On one and the same iridium crystal, BP86 and PBE press outwards with 13 to 16 GPa, PBEsol is almost at rest, and SOGGA pulls slightly inwards. The main contrasts among these four follow from how strongly each functional rewards an uneven electron density, while the small lead of BP86 over PBE stays uncertain. HCTH407 also pulls inwards. Its exchange and correlation are built differently, which may be the reason, but its value should not be used before it has been checked.

Plane-wave DFT calculations with ABINIT 10.8.3 for fcc iridium in one fixed cell (cubic edge 3.831 Å), with spin-orbit coupling and no dispersion correction. All rows use JTH PAW PBE v2.0 datasets, a 12 × 12 × 12 k mesh and Fermi-Dirac occupations with a width of 0.05 eV. Pressure is positive in compression.

```
functional  wave cutoff  pressure (GPa)
       PBE   435.382 eV          13.130
    PBEsol   435.382 eV           2.200
      BP86   462.594 eV          16.310
   HCTH407   435.382 eV          -1.880
     SOGGA   435.382 eV          -1.840
```

The atoms do not move and the cell does not change from row to row. A positive pressure therefore means that the functional would prefer a larger cell, and a negative one that it would prefer a smaller cell. It is a disagreement between the functional and the chosen cell, not a stress that would be found in real iridium.

The pressure can be turned into a length. For a small change of a cubic cell with edge a and bulk modulus B,

Δa / a ≈ P / (3B)

where P is the pressure in the table. With B of roughly 350 GPa, a recalled value for iridium, the PBE pressure gives 13.13 / (3 × 350) = 1.25 %. That lengthens the edge from 3.83 Å to about 3.88 Å, while PBEsol would change it by only about 0.2 %. Iridium is very stiff, so a large pressure stands for a modest change of length.

All five functionals are generalised gradient approximations (GGAs). They start from the exchange energy of a uniform electron gas of the local density n and multiply it by an enhancement factor F:

E_x = ∫ n ε_x(n) F(s) dr,  s = |∇n| / (2 k_F n),  k_F = (3π²n)^(1/3)

Here ε_x is the exchange energy per electron of the uniform gas, which is negative, and s measures how fast the density changes on the scale of the local electron wavelength. In PBE, PBEsol, SOGGA and BP86, F grows with s over the range that matters here, so an uneven density lowers the exchange energy.

This favours a larger cell because atoms do not swell when they are pulled apart. The density near each nucleus stays much as it was, while the density between the atoms thins out and varies more steeply relative to its own value. There s rises on the whole, although it stays zero at the midpoint between two neighbours, and a functional whose F climbs quickly gains more energy from the expansion. At a fixed cell this gain appears as outward pressure. The runs do not show where in the cell it arises. In a transition metal, the region where the valence electrons overlap the outer core shells is expected to contribute too.

Correlation works against this. Its gradient correction weakens the correlation energy where the density is uneven, so a strong correction favours a compact crystal. The differences in pressure between these four functionals can thus be read as a contest between two gradient corrections: that of exchange pushes outwards and that of correlation pulls inwards.

SOGGA makes it possible to look at the two terms one after the other. By their standard definitions, SOGGA and PBE use the same correlation and differ only in exchange, where F climbs far more slowly in SOGGA. Going from PBE to SOGGA lowers the pressure by 15.0 GPa, and this is the effect of exchange alone, apart from the way the density adjusts to it and from the core data, which were made with PBE.

From SOGGA to PBEsol the roles change. The two exchange factors are nearly the same at moderate s, but the gradient correction to correlation is about a third weaker in PBEsol. The inward pull weakens and the pressure rises by 4.0 GPa. PBEsol therefore lies 10.9 GPa below PBE because a large loss of outward push is partly made up by a weaker inward pull.

A small model puts this reading into numbers. It takes the rise of F between s = 0 and s = 0.5 as the measure of outward push and assumes that pressure changes in proportion to it. The scale is set by PBE and SOGGA, where F rises by 0.0515 and 0.0296. For PBEsol the rise is 0.0297, so exchange alone gives

P ≈ −1.84 + 14.97 × (0.0297 − 0.0296) / (0.0515 − 0.0296) ≈ −1.8 GPa

The calculation gives 2.2 GPa for PBEsol, which was not used to set the scale. The missing 4 GPa has the sign expected from the weaker correlation correction, though the model does not predict its size. The output after this text also shows the range from s = 0.5 to s = 1, which leads to almost the same miss. The split between exchange and correlation at this step therefore does not hinge on which of the two ranges is chosen.

For BP86 the choice does matter. Its exchange factor climbs faster than that of PBE at small s but at practically the same rate between 0.5 and 1. Exchange alone then predicts 17.0 GPa from the first range and 13.2 GPa from the second, and the calculated 16.3 GPa lies between them. Exchange may explain the whole lead of BP86 over PBE or almost none of it.

Two other differences enter that lead of 3.2 GPa. BP86 has its own correlation part, and its row was computed with a somewhat higher plane-wave cutoff than the others. How far the pressure still depends on the cutoff is not known for these runs. It is safe to say that BP86 and PBE both want a clearly larger cell, but less safe to read physics into the gap between them.

The electron density gives the main argument some support. From SOGGA through PBEsol and PBE to BP86, the charge inside the atomic sphere grows from 13.615 to 13.650 electrons, in the same order as the pressure. The cell is fixed, so this is not a consequence of expansion. A functional that rewards unevenness gathers slightly more charge on the atoms and leaves less between them, as the mechanism suggests. The support is weak, though. The charge rises more from SOGGA to PBEsol than from PBEsol to PBE, while the pressure does the reverse, so the order agrees but the size of the steps does not.

HCTH407 breaks this link. Its sphere holds 13.644 electrons, between PBE and BP86, yet its pressure is −1.9 GPa instead of something strongly positive. That it nearly coincides with SOGGA is no sign of shared physics, and the difference of 0.04 GPa between them is too small to rank.

One likely reason why the simple argument fails here is the way HCTH407 was made. It was fitted to data on molecules and does not reduce to the exact uniform electron gas when the density becomes smooth. Its exchange and correlation therefore differ from those of the other functionals even where s is zero, and the slope of F alone can no longer order the pressures. In its published form, the exchange factor starts above one at s = 0 and first falls a little before it rises. At small s, the gradient part of exchange would therefore be expected to pull inwards, the opposite of what it does in the other four. The correlation part also depends on s in an unusual way, however, and no row separates the two. Functionals of this family usually make solids too large, so the negative pressure is still a surprise.

Other results of the same run also set HCTH407 apart. Its listed Hartree energy, the classical repulsion within the valence charge as the plane-wave grid represents it, lies 4.7 eV above the highest of the other four, which span only 2.25 eV among themselves. Its Fermi energy is 0.6 eV below the lowest of the others. The occupations that are available resemble those of PBEsol, so there is no sign that the run ended in a different electronic state.

Besides the functional itself, the description of the atomic core is a suspect. Every row uses core data generated with PBE, which match only the PBE row exactly. PBEsol, SOGGA and BP86 carry some of this mismatch too, but a functional built as differently as HCTH407 could suffer more. This remains a guess, because no row repeats HCTH407 with core data of its own.

A calculation of a surface or a defect should start from a cell relaxed with the same functional, so that no false strain is built in. If an iridium surface is built with the PBEsol lattice and then computed with PBE, it starts under a compression of about 1 % that comes only from the change of method. PBE also prefers a larger cell than PBEsol for neighbouring metals such as platinum and gold. Gold is much softer than iridium, so there an equal difference in pressure would mean a larger difference in length.

The open question is whether the inward pull of HCTH407 belongs to the functional or to the borrowed core. An all-electron calculation with HCTH407 on the same cell would help to decide it. If the pressure turned strongly positive, the fault would lie in the present run, with the core data as the first suspect; if it stayed near −2 GPa, the cause would lie in the functional itself, and its unusual exchange and correlation would be the place to look.

Printed output of the fit:

```
Rough preferred cell and sphere charge:
      row  pressure_GPa  edge_change_percent  preferred_edge_A  electrons_in_sphere
      PBE         13.13                 1.25             3.879                13.63
   PBEsol           2.2               0.2095             3.839                13.63
     BP86         16.31                1.553             3.891                13.65
  HCTH407         -1.88               -0.179             3.824                13.64
    SOGGA         -1.84              -0.1752             3.824                13.61
Rise of exchange factor (HCTH407 not modelled, entry 0 is a blank):
      row  s_0_to_0.5  s_0.5_to_1
      PBE     0.05146      0.1211
   PBEsol     0.02972     0.07723
     BP86     0.05708      0.1212
  HCTH407           0           0
    SOGGA     0.02962     0.07608
PBE less SOGGA, exchange changed, same correlation (GPa): 14.97
PBEsol less SOGGA, mainly correlation changed (GPa): 4.04
PBE less PBEsol (GPa): 10.93
BP86 less PBE (GPa): 3.18
SOGGA less HCTH407 (GPa): 0.04
PBEsol from exchange alone, window s 0 to 0.5 (GPa): -1.773
PBEsol from exchange alone, window s 0.5 to 1 (GPa): -1.457
BP86 from exchange alone, window s 0 to 0.5 (GPa): 16.98
BP86 from exchange alone, window s 0.5 to 1 (GPa): 13.18
HCTH407 Hartree energy above the highest other row (eV): 4.733
Spread of Hartree energy among the other four (eV): 2.25
HCTH407 Fermi energy below the lowest other row (eV): 0.627
```
